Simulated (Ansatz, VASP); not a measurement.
# BN: VASP beside Ansatz

```
B N
1.0
     2.48894    0.00000    0.00000
    -1.24447    2.15549    0.00000
     0.00000    0.00000    6.49432
B N
2 2
Cartesian
  0.0000 1.4370 1.6236
  1.2445 0.7185 4.8707
  0.0000 1.4370 4.8707
  1.2445 0.7185 1.6236
```

Alike in both runs: task single point; functional LDA; k mesh 10 × 10 × 4; no spin polarisation.

```csv
,VASP,Ansatz
version,VASP 6.6.1,Ansatz 0.2.0
potentials or method,"VASP PAW LDA potentials, release 64 (B, N), cutoff 520 eV","all-electron LAPW, scalar-relativistic"
occupations,"gaussian, width 0.01 eV",fixed
```

|  | VASP | Ansatz | Ansatz less VASP |
| --- | --- | --- | --- |
| gap on the k mesh at the Fermi level (eV) | 4.01 | 4.02 | +0.010 |
| pressure (GPa) | 0.4 | 0.1 | -0.31 |
| largest component of the traceless stress (GPa) | 0.65 | 0.14 | -0.508 |

Ansatz ran all-electron here, so the differences hold the error of VASP's frozen core and of both bases.

A k mesh can miss the band edges.
